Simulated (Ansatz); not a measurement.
Crystal: Ni.

```
Ni
1.0
     2.44802    0.00000    0.00000
    -1.22401    2.12005    0.00000
     0.00000    0.00000    4.07281
Ni
2
Cartesian
  1.2240 0.7067 3.0546
  0.0000 1.4134 1.0182
```

This isn't the form of Ni at room conditions, which is fcc.

* Program: Ansatz 0.2.0
* Task: relaxation of cell and atoms
* Functional: HSEsol
* Potentials or basis: Ansatz PAW
* Cutoff: 420 eV (not typed: the program's choice for these potentials)
* k mesh: 6 × 6 × 4
* Occupations: fermi-dirac, width 0.05 eV
* Spin: collinear spin, ferromagnetic start
* Starting moments: [1.0, 1.0] μB

At the start: volume 10.57 Å³/atom.

Question: Where does the relaxation end?

Answer: It ends after 8 steps and the volume is 10.47 Å³/atom (-0.9 %); space group P6_3/mmc (No. 194, to 0.05 Å); moment 1.52 μB per cell.

The path:
```
step  energy change (eV)  largest force (eV/Å)  volume (Å³)
   1              0.0000                0.0000        21.14
   2             -0.0058                0.0000        21.06
   3             -0.0096                0.0000        20.90
   4             -0.0095                0.0000        20.94
   5             -0.0095                0.0000        20.94
   6             -0.0088                0.0000        20.94
   7             -0.0088                0.0000        20.94
   8             -0.0088                0.0000        20.94
```

Final structure:
```cif
data_structure
_symmetry_space_group_name_H-M 'P 1'
_symmetry_Int_Tables_number 1
_cell_length_a 2.4602
_cell_length_b 2.4602
_cell_length_c 3.9949
_cell_angle_alpha 90.000
_cell_angle_beta 90.000
_cell_angle_gamma 120.000
_cell_volume 20.94
loop_
_atom_site_label
_atom_site_type_symbol
_atom_site_fract_x
_atom_site_fract_y
_atom_site_fract_z
_atom_site_occupancy
Ni1 Ni 0.66667 0.33333 0.75000 1
Ni2 Ni 0.33333 0.66667 0.25000 1
```

Caveat: the k mesh is coarse (spacing up to 0.49 Å⁻¹), so the values aren't converged, least of all with exact exchange; the magnetic or orbital state may not be the lowest; the plane-wave basis is chosen anew once the cell has moved, so the energies of steps on either side of that aren't comparable; the pressure holds a Pulay correction of +0.4 GPa for the finite cutoff; the PAW data sets come from PBE, with cores solved anew for the run's functional, which leaves a small shift of forces and pressure.
